**Question: how far can seven points of a volume scan be extrapolated?**

I have a PBE volume scan of zincblende boron arsenide, from 12 % compression to 6 % expansion, and one more point at 15.29 Å³/atom whose results I am keeping covered. Can energy, pressure and gap at that volume be predicted from the other seven rows, and with what error bar? I also find it odd that the gap shrinks when the crystal is squeezed, since shorter bonds should split bonding and antibonding levels more strongly.

Zincblende BAs computed with Ansatz 0.2.0 using scalar-relativistic PBE without spin polarization, PAW, a 420 eV plane-wave cutoff, a 10×10×10 k mesh and Gaussian smearing of 0.02 eV. Energies count from the minimum of a third-order Birch-Murnaghan fit, and positive pressure means compression. Gaps are Kohn-Sham gaps between levels on the k mesh.

```
volume (Å³/atom)  energy over minimum (meV/atom)  pressure (GPa)  band gap on mesh (eV)
           12.23                          102.30          21.860                  1.070
           12.65                           54.50          15.080                  1.106
           13.07                           23.00           9.280                  1.141
           13.48                            5.50           4.300                  1.173
           13.90                            0.00           0.030                  1.204
           14.32                            4.80          -3.630                  1.233
           14.73                           18.40          -6.760                  1.260
           15.29                               ?               ?                      ?
```

**Answer**

*What changes along the table*

In the zincblende cell with two atoms, symmetry fixes the cubic shape and both atomic sites, so each row is the same crystal with a different B–As bond length. The volume V is per atom, the energy E counts from the bottom of the well as located by a Birch-Murnaghan fit, and the pressure is P = −dE/dV, positive when the crystal pushes outward. Negative P means hydrostatic tension. The gap Eg is the smallest distance between filled and empty levels among the sampled k points. All three results vary smoothly over the seven known rows and the gap stays open, so there is a single curve to extend.

*Why stretching costs less than squeezing*

A covalent bond has a steep wall on the short side and a flattening slope on the long side. On compression the electrons are confined to less space and kept out of the cores by the Pauli principle, and their kinetic energy climbs quickly. On expansion the overlap of the bonding orbitals decays roughly exponentially with distance, so each further stretch meets a weaker restoring force. That is the standard argument; what the table shows is the size of the asymmetry. About 6 % of compression costs 23.0 meV/atom and takes 9.28 GPa, whereas 6 % of expansion costs 18.4 meV/atom and gives −6.76 GPa.

The pressure column shows the softening most directly. From row to row the pressure drop shrinks from 6.78 GPa to 3.13 GPa, and each drop is between 0.855 and 0.859 of the one before. A harmonic well, with one fixed stiffness, would give equal drops. The covered row therefore has to lie below the harmonic energy and at weaker tension than the harmonic pressure, and the task is to say by how much.

*The equation of state*

The third-order Birch-Murnaghan form builds the asymmetry in by expanding the energy in a finite strain f and not in V. Here V0 is the volume at zero pressure, B0 the bulk modulus B = −V dP/dV at V0, B′ = dB/dP its rise with pressure, and E0 a free offset:

f = [(V0/V)^(2/3) − 1]/2

E = E0 + (9/2) V0 B0 f² [1 + (B′ − 4) f]

P = −dE/dV = 3 B0 f (V0/V)^(5/3) [1 + (3/2)(B′ − 4) f]

Since (V0/V)^(2/3) goes as 1/d² with bond length d, the strain f grows faster on compression than on expansion. The plain f² term already corresponds to B′ = 4, and the bracket only corrects for the departure from that value.

The volumes need care before any fit. They are printed to 0.01 Å³, and in the most compressed row half a unit of that digit is worth 0.68 meV, far more than the 0.05 meV rounding of the energies. All seven printed volumes are consistent with whole-percent scalings (0.88, 0.91 and so on) of one reference volume Vref close to 13.900 Å³/atom. The run's unrounded volumes confirm the whole-percent scalings, with Vref = 13.90102 Å³/atom; the fits below use 13.8999, the value inferred from the printed digits, with the covered row at 1.10 Vref.

I fitted the form by unweighted least squares to the seven known rows, once to the energies and once to the pressures. The energies give B0 = 131.36 GPa and B′ = 4.069, the pressures B0 = 131.38 GPa and B′ = 4.075, with the same V0 to the digits that matter. The two columns thus describe the same well, and since the pressures are computed stresses, not derivatives of the fitted energy, this is an independent check. With the pressure fit the local bulk modulus falls from 215 GPa in the most compressed row to 103 GPa in the most expanded known row.

One blemish matters for extrapolation. The energy fit stays inside the rounding, but the pressure fit leaves residuals up to 0.009 GPa against a rounding of 0.005 GPa, and their signs come in runs. The Vinet form, which assumes an exponential decay of the binding with bond length and has the same three constants, fits the same pressures within 0.004 GPa. Both forms leave B0 and B′ free and differ in the order after these, the change of B′ with pressure, whose effect grows outside the fitted range.

*The pressure worked in full*

The covered row took no part in the fit. With V0 = 13.9040 Å³, B0 = 131.38 GPa and B′ = 4.075:

- V = 1.10 × 13.8999 = 15.2899 Å³, so V0/V = 0.90936
- (V0/V)^(2/3) = 0.93862, so f = −0.03069
- 3 B0 f = −12.096 GPa
- (V0/V)^(5/3) = 0.85354
- 1 + 1.5 × 0.075 × (−0.03069) = 0.99655
- P = −12.096 × 0.85354 × 0.99655 = −10.29 GPa

A harmonic well, P = −B0 (V − V0)/V0, gives −13.10 GPa at the same volume. The same model puts the local bulk modulus there at 87 GPa, reduced by a third from B0 but clearly positive, so the curve is still well short of its point of greatest tension.

A cruder route needs no equation of state. The covered row lies 1⅓ steps beyond the last known one; continuing the constant ratio gives a next drop of 3.13 × 0.856 = 2.68 GPa and about 0.8 GPa for the remaining third of a step. Added to −6.76 GPa this is −10.25 GPa to the nearest 0.05. The energy follows as work done, tension times volume change:

- volume change 0.04 × 13.90 = 0.556 Å³
- mean tension (6.76 + 10.25)/2 = 8.5 GPa, plus about 0.06 GPa for the bend of the curve
- 8.56 GPa × 0.556 Å³, converted from GPa·Å³ to meV, gives 29.7 meV
- E = 18.4 + 29.7 = 48.1 meV/atom

*Why the gap closes under pressure*

The intuition in the question has the right sign for the direct gap, expected at the zone centre Γ, where the empty state is antibonding and is pushed up relative to the valence top when the bonds shorten. In this run the smallest direct gap on the mesh rises from 3.379 to 3.426 eV between 0.91 and 0.88 Vref, a modest 0.05 eV. BAs is known to have an indirect gap: the valence top is at Γ, but the conduction minimum lies most of the way towards X. States of that valley put much of their density in the empty tetrahedral voids of the lattice and are only weakly antibonding. Lacking that upward push, the valley sinks slightly relative to the p-like valence top on compression, so the gap narrows; only this relative shift enters the gap. A negative dEg/dP is a hint of a valley near X and no proof, since diamond has such a valley and yet a gap that widens under pressure. In the two most compressed rows the run puts the valence top at Γ and the conduction bottom at (0, 0.4, 0.4) in reciprocal-cell coordinates, four fifths of the way to X, so the place of the valley is confirmed there. Why the valley sinks is argued from known band structure and was not computed.

What the numbers show is the sign, size and drift of the deformation potential a = dEg/d ln V. It is positive in every interval and drifts from about 1.07 eV at the compressed end to 0.94 eV at the expanded end, with the rounding of the gaps blurring each value by a few hundredths. A least-squares fit of Eg = E0g + a·ln(V/Vref) + b·ln²(V/Vref) to the seven rows, with E0g the gap at Vref and b the drift, gives a = 0.992 eV and stays within rounding. Dividing by the stiffness turns this into a pressure coefficient, dEg/dP = −a/B0 = −7.6 meV/GPa.

A drift of that sign has a simple rationale. Band widths scale roughly as 1/d², so a form Eg = A − C (Vref/V)^(2/3) has a slope that weakens as the lattice opens; with two fitted constants it misses no known row by more than 0.7 meV. It gives the sign of the drift but not its full size: from the first known interval to the last it lowers the slope by about 10 %, the unrounded gaps by about 14 %. A constant a misses by up to 2.3 meV, with both ends too high, and serves only as an upper marker. By hand, the gap steps shrink from 36 to 27 meV, and continuing that shrinkage over 1⅓ steps adds about 34 meV.

*The forecast*

The hand estimates carry ranges set by judgement. The fitted models carry a bar built by rule: the larger of the spread between viable models and the miss when the last known row is predicted from the six before it, plus two standard deviations of the scatter caused by rounding, found by refitting with the energies, pressures and gaps jittered within their last digit and the scaled volumes held fixed.

- Energy: 48.1 ± 0.5 meV/atom by hand; Birch-Murnaghan 48.21 ± 0.29. Well below the harmonic 56.6.
- Pressure: −10.25 ± 0.10 GPa by hand; Birch-Murnaghan −10.289 ± 0.054. Weaker than the harmonic −13.10, with B reduced but clearly positive.
- Gap: 1.294 ± 0.005 eV by hand; quadratic fit 1.2944 ± 0.0024. Open, still rising, at or below the constant-a line at 1.300.

One risk lies outside these bars. The gap on a mesh is the lowest of several curves, one for each sampled k point, so if a different point became the lowest on expansion the slope would drop and the forecast would come out too high. I judge that unlikely.

The withheld rows as computed:

```
volume (Å³/atom)  energy over minimum (meV/atom)  pressure (GPa)  band gap on mesh (eV)
           15.29                           48.10         -10.240                  1.292
```

*Energy: a hit*

The computed 48.10 meV/atom is inside both ranges. Birch-Murnaghan is 0.11 meV too high, 0.23 % of the computed value, and Vinet agrees to the printed digit; two standard deviations of the rounding scatter, 0.18 meV, exceed that difference, so the printed energies do not choose between them. The harmonic well is 8.5 meV too high, which is the size of the anharmonic softening at 10 % expansion.

The handling of the volumes mattered more than the choice of equation. The same Birch-Murnaghan fit on the printed volumes predicts 49.11 meV/atom, which is 1.01 meV above the computed value and outside both ranges. Rounding errors in V are multiplied by the pressures of the compressed and stretched rows, distort the fitted constants, and are then amplified by the extrapolation.

*Pressure: inside the bar, with a real model error*

The computed −10.240 GPa is close to the centre of the hand range, while Birch-Murnaghan gives too much tension by 0.049 GPa, or 0.48 % of the computed value. That uses nine tenths of its bar and is about ten times the rounding of the column, so it is an error of the functional form. Vinet misses by 0.004 GPa, within rounding. The computed PBE curve softens slightly faster under tension than the third-order strain expansion allows.

The known rows had pointed this way. Vinet fitted them better, and the trial prediction of the last known row with Birch-Murnaghan erred by 0.029 GPa in the same direction. A centre shifted towards Vinet would have been justified, and the model forecast did not make that shift. An exponential loss of overlap on stretching is the physical reason to favour Vinet on the expanded side, though the evidence here is one crystal and one extrapolated point. The mean bulk modulus over the last step is 94 GPa, positive as forecast.

*Gap: right trend, slightly too high*

The computed 1.292 eV is open, rising and below the constant-a line, and it lies inside the hand range. The quadratic fit is 2.4 meV above the printed value and 2.0 meV above the unrounded 1.29242 eV, inside its bar but near the edge. All three gap models err upward, the 1/d² form by 3.8 meV and constant a by 8.1 meV. The rule-built bar held with little room, because the two viable models shared the same bias and their spread could not reveal it.

The cause is that the slope fell faster than the fitted forms allowed. From the unrounded gaps the slopes of the seven intervals are 1.094, 1.071, 1.036, 1.007, 0.968, 0.936 and 0.885 eV; the 0.86 eV that the printed digits give for the last step overstates the drop. Rounding also flattened the drift that the fit saw, since the printed gaps start at 1.07 eV. The unrounded sequence falls smoothly, somewhat faster towards the expanded end and without a kink, so one curve bending slightly more than a quadratic accounts for the row. A switch to another sampled point is not needed, though only the k point of the conduction edge in the expanded rows would exclude it.

*How far the result carries*

The hits test smooth extrapolation of one PBE curve; the account of the gap rests on the band argument, not on them. The gap on the mesh is an upper bound to the PBE gap, because the valley bottom, or a crossing, can fall between sampled points. The PBE gap is itself too small against a measured value of roughly 1.8 eV (a rough recalled figure), and spin-orbit coupling, left out here, would lower the computed gap a little further. The slope with volume deserves more trust than the absolute level.

For mechanical use, the row at −10 GPa is a constrained state. The two-atom cubic cell cannot shear, crack or nucleate a void, so a positive bulk modulus there shows only that uniform dilation is still resisted, and it is no tensile strength. The stiffness values refer to a static lattice without thermal or zero-point motion, at a PBE volume that tends to be slightly large.
